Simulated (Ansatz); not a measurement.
Wanted: the native input for an Ansatz 0.2.0 run.

- Task: band structure
- Functional: RPBE
- Potentials or basis: Ansatz PAW
- Cutoff: 420 eV (not typed: the program's choice for these potentials)
- k mesh: 7 × 7 × 7
- Occupations: fermi-dirac, width 0.05 eV
- Spin: no spin polarisation
- Path: [["G", "X", "W", "K", "G", "L", "U", "W", "L", "K"], ["U", "X"]]
- Points for each segment of the path: 14

The system is HgTe (Coloradoite).

```
Hg Te
1.0
     0.00000    3.21450    3.21450
     3.21450    0.00000    3.21450
     3.21450    3.21450    0.00000
Hg Te
1 1
Direct
  0.00000 0.00000 0.00000
  0.75000 0.75000 0.75000
```

These files were run (other wordings do the same):

input.yaml

```yaml
crystal:
  lattice:
    - [0.0, 3.2145, 3.2145]
    - [3.2145, 0.0, 3.2145]
    - [3.2145, 3.2145, 0.0]
  atoms:
    - { symbol: Hg, position: [0.0, 0.0, 0.0] }
    - { symbol: Te, position: [0.75, 0.75, 0.75] }
hamiltonian:
  xc: rpbe
  pseudopotentials: { kind: paw }
kpoints:
  mp_grid: { grid: [7, 7, 7] }
  band_path:
    path:
      - [[0.0, 0.0, 0.0], [0.5, 0.0, 0.5], [0.5, 0.25, 0.75], [0.375, 0.375, 0.75], [0.0, 0.0, 0.0], [0.5, 0.5, 0.5], [0.625, 0.25, 0.625], [0.5, 0.25, 0.75], [0.5, 0.5, 0.5], [0.375, 0.375, 0.75]]
      - [[0.625, 0.25, 0.625], [0.5, 0.0, 0.5]]
    npoints: 14
scf:
  occupations: { method: fermi_dirac, width: 0.05 }
  n_extra_bands: 6
output:
  forces: true
  stress: true
  eigenvalues: true
  fatbands: false
```

Potentials or basis: Ansatz PAW.

The run is started by

```sh
$ ansatz run input.yaml --threads 2 --pin off --max-ram 5632MiB --backend cpu --events-out ev --progress --plain --runs-dir out
```

It gave:

The pressure is 6.3 GPa and the band gap on the k mesh is none (metal or under the smearing width).

Caveat: spin-orbit coupling is left out, which moves the levels of the heavy elements; the PAW data sets come from PBE, with cores solved anew for the run's functional, which leaves a small shift of forces and pressure.

Run time: 16 s on 2 threads of Intel(R) Xeon(R) Processor @ 2.50GHz (Skylake/Cascade Lake) (shared host), peak memory 0.41 GiB.
